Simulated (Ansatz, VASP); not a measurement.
Pb: VASP beside Ansatz

File INCAR:

```
SYSTEM = Pb
ALGO     = Normal         ! electronic algorithm
EDIFF    = 1E-8           ! SCF threshold, eV
ENCUT    = 520            ! plane-wave cutoff, eV
GGA      = PE             ! functional
ISIF     = 2              ! what is computed and relaxed
ISMEAR   = -1             ! smearing method
LASPH    = .True.         ! aspherical terms in the spheres
LCHARG   = .False.        ! write CHGCAR
LEFG     = .True.       
LREAL    = .False.        ! projectors in reciprocal space
LWAVE    = .False.        ! write WAVECAR
NBANDS   = 21             ! bands
NELM     = 60             ! most SCF steps
PREC     = Accurate       ! precision mode
SIGMA    = 0.05           ! smearing width, eV
```

The input KPOINTS:

```
k-points
0
Gamma
  8 8 8
  0 0 0
```

The input POSCAR:

```
Pb
1.0
    0.0000000000      3.4274982972      3.4274982972
    3.4274982972      0.0000000000      3.4274982972
    3.4274982972      3.4274982972      0.0000000000
Pb
2
Direct
    0.0000000000      0.0000000000      0.0000000000
    0.2500000000      0.2500000000      0.2500000000
```

Input for Ansatz:

```yaml
crystal:
  lattice:
    - [0.0, 3.4274982972, 3.4274982972]
    - [3.4274982972, 0.0, 3.4274982972]
    - [3.4274982972, 3.4274982972, 0.0]
  atoms:
    - { symbol: Pb, position: [0.0, 0.0, 0.0] }
    - { symbol: Pb, position: [0.25, 0.25, 0.25] }
kpoints:
  mp_grid: { grid: [8, 8, 8] }
scf:
  occupations: { method: fermi_dirac, width: 0.05 }
hamiltonian:
  xc: pbe
  pseudopotentials: { kind: paw }
output:
  forces: true
  stress: true
  eigenvalues: true
  efg: { contact_densities: true }
  write_density: true
  write_potential: true
  elf: true
  volumetric_format: npy
```

Change from the starting cell: volume scaled by 0.99, PAW files.

Alike in both runs: task electric field gradients; functional PBE; k mesh 8 × 8 × 8; occupations fermi-dirac, width 0.05 eV; no spin polarisation.

```csv
,VASP,Ansatz
version,VASP 6.6.1,Ansatz 0.2.0
potentials or method,"VASP PAW PBE potentials, release 64 (Pb_d)","PAW with Ansatz's default frozen-core files, scalar-relativistic"
plane-wave cutoff (eV),520,420
valence electrons in the cell,28,28
```

```csv
,VASP,Ansatz,Ansatz less VASP
pressure (GPa),2.7,2.7,+0.05
Vzz of the field gradient on the site that differs most (V/Å²),0.0,0.0,0.00
```

Ansatz warned: «gradients_without_spin_orbit».

Spin-orbit coupling is left out, which matters for the levels of Pb.
